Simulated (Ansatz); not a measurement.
# Au under changes of volume

One of the cells (16.855 Å³/atom); the others are scaled copies at fixed shape and fractional positions:

```xyz
1
Lattice="0.0000 2.0350 2.0350 2.0350 0.0000 2.0350 2.0350 2.0350 0.0000" Properties=species:S:1:pos:R:3 pbc="T T T"
Au    0.0000    0.0000    0.0000
```

* Program: Ansatz 0.2.0
* Functional: PBEsol
* Potentials or basis: Ansatz PAW
* Cutoff: 420 eV (not typed: the program's choice for these potentials)
* k mesh: 11 × 11 × 11
* Occupations: fermi-dirac, width 0.05 eV
* Spin: no spin polarisation

```csv
volume (Å³/atom),energy over the lowest point (meV/atom),pressure (GPa)
15.843,51.23,15.3
16.181,24.42,10.1
16.518,7.76,5.6
16.855,0.00,1.7
17.192,?,?
17.529,6.97,-4.8
17.866,19.87,-7.5
```

**Question.** What does the run at 17.192 Å³/atom give?

**Answer.** Energy over the lowest point 0.07 meV/atom; pressure -1.8 GPa.

Worked out: A Birch-Murnaghan fit of order 3 (a polynomial in V^(-2/3)) to the other rows has its minimum at 17.02 Å³/atom with B0 = V·E''(V) = 176 GPa and B' = 5.5. It gives 0.06 meV/atom at 17.192 Å³/atom, against the run's 0.07, and -dE/dV = -1.7 GPa, against -1.8.

Energies are extrapolated to zero smearing.

Caveats: the PAW data sets come from PBE, with cores solved anew for the run's functional, which leaves a small shift of forces and pressure.
